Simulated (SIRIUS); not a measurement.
In:

```
In
1.0
    -1.62547    1.62547    2.47370
     1.62547   -1.62547    2.47370
     1.62547    1.62547   -2.47370
In
1
Cartesian
  0.0000 0.0000 0.0000
```

Base run:

| Property | Result |
| --- | --- |
| Program | SIRIUS 7.12.0 |
| Functional | PBE |
| Potentials or basis | PseudoDojo 0.4.1 PBE standard (scalar relativistic) |
| Cutoff | 960 eV |
| Density cutoff | 3840 eV |
| k mesh | 11 × 11 × 11 |
| Occupations | fermi-dirac, width 0.05 eV |
| Spin | no spin polarisation |

Its results: band gap on the k mesh none (metal or under the smearing width); pressure 2.0 GPa.

**Question.** After a change of settings the same cell gave: band gap on the k mesh none (metal or under the smearing width); pressure 0.8 GPa. Which change was it?
A. potentials or basis from PseudoDojo 0.4.1 PBE standard (scalar relativistic) to in-house norm-conserving set, PBE (scalar relativistic)
B. potentials or basis from PseudoDojo 0.4.1 PBE standard (scalar relativistic) to GBRV 1.5 PBE (ultrasoft); cutoff from 960 eV to 557 eV; density cutoff from 3840 eV to 5442 eV
C. potentials or basis from PseudoDojo 0.4.1 PBE standard (scalar relativistic) to SG15 1.2 PBE (norm-conserving)
D. program from SIRIUS 7.12.0 to SIRIUS 7.10.0; k mesh from 11 × 11 × 11 to 9 × 9 × 9

**Answer.** B.

Not every run made on this cell is shown here.
